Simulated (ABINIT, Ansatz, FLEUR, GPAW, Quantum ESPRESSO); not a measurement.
**Si2W: programs and potentials compared**

```
W Si
1.0
    -1.60690    1.60690    3.91495
     1.60690   -1.60690    3.91495
     1.60690    1.60690   -3.91495
W Si
1 2
Cartesian
  -0.0037 0.0416 -0.0061
  -0.0323 0.0589 5.1936
  -0.0748 -0.0102 2.6451
```

Atoms were shifted at random by some hundredths of an Å from the given cell, which wasn't relaxed again for these runs.

Alike in all runs: task single point; functional PBEsol; k mesh 12 × 12 × 12; occupations fermi-dirac, width 0.05 eV; no spin polarisation; no spin-orbit coupling. Pressure is positive in compression and, in plane waves, holds the error of the finite cutoff.

```
                           program and potentials  plane-wave cutoff (eV)  notes  band gap (eV)  pressure (GPa)  largest force (eV/Å)
                       FLEUR, all-electron, FLAPW                       -      -         no gap               -                 0.917
GPAW, PAW data sets generated for this functional                     600      -         no gap           -0.28                 0.933
  ABINIT, PseudoDojo NC SR PBEsol v0.4.1 standard                    1007      -         no gap           -1.00                 0.918
                Quantum ESPRESSO, GBRV 1.5 PBEsol                     762      -         no gap           -0.96                 0.920
   Ansatz, all-electron LAPW, scalar-relativistic                       -      -         no gap           -1.04                 0.911
```

Force on atom 3 (Si), eV/Å:

| program and potentials | x | y | z |
| --- | --- | --- | --- |
| FLEUR, all-electron, FLAPW | 0.535 | 0.503 | -0.549 |
| GPAW, PAW data sets generated for this functional | 0.541 | 0.508 | -0.565 |
| ABINIT, PseudoDojo NC SR PBEsol v0.4.1 standard | 0.537 | 0.504 | -0.549 |
| Quantum ESPRESSO, GBRV 1.5 PBEsol | 0.536 | 0.504 | -0.552 |
| Ansatz, all-electron LAPW, scalar-relativistic | 0.533 | 0.501 | -0.542 |

None finds a gap. The pressure spans -1.04 (Ansatz, all-electron LAPW, scalar-relativistic) to -0.28 GPa (GPAW, PAW data sets generated for this functional), with all-electron results at -1.04.

The functional is the same throughout but for its coding, so the spread measures potentials, basis and numerics; runs on potential files found faulty are left out.

All five runs leave Si2W without a gap, as expected for this metallic disilicide, where W 5d states mix with Si 3p and still leave bands crossing the Fermi level. The sizeable force on atom 3 comes from the displacements and not from any disagreement between programs. It points back towards the undistorted site, and its negative z component fits repulsion from the other silicon, which the shifts have brought closer along the long axis.

ABINIT and Quantum ESPRESSO lie nearer to FLEUR in this force than the second all-electron code does, so the forces give no sign of a pseudopotential error beyond the scatter among all-electron methods. GPAW stands apart, with the largest force and a pressure of -0.28 GPa against about -1 GPa elsewhere; its lower cutoff or its data sets could be responsible. The negative pressures suggest that the cell is slightly too large for PBEsol, though the displacements also contribute, so they don't fix an equilibrium volume.
